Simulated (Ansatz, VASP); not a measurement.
## One calculation of FeSi, two programs

```
Fe Si
1.0
     2.72700    0.00000    0.00000
     0.00000    2.72700    0.00000
     0.00000    0.00000    2.72700
Fe Si
1 1
Direct
  0.50000 0.50000 0.50000
  0.00000 0.00000 0.00000
```

The cell was built by a generator and needn't be a form met in nature.

Alike in both runs: task single point; functional r2SCAN; k mesh 16 × 16 × 16; occupations gaussian, width 0.05 eV; no spin polarisation.

```csv
,VASP,Ansatz
version,VASP 6.6.1,Ansatz 0.2.0
potentials or method,"VASP PAW PBE potentials, release 64 (Fe, Si)","scalar-relativistic, plane waves, PAW"
plane-wave cutoff (eV),520,500
valence electrons in the cell,12,20
```

```csv
,VASP,Ansatz,Ansatz less VASP
gap on the k mesh at the Fermi level (eV),none,none,-
pressure (GPa),0.6,0.0,-0.58
```

A gap of «none» marks a metal or a gap that the smearing closes. The two sets of potentials don't hold the same shells in valence.

Caveats: the PAW data sets were made with another functional, which shifts forces and pressure a little (VASP). Spin polarisation is off, so any magnetic state and its effect on volume and gap are missing.
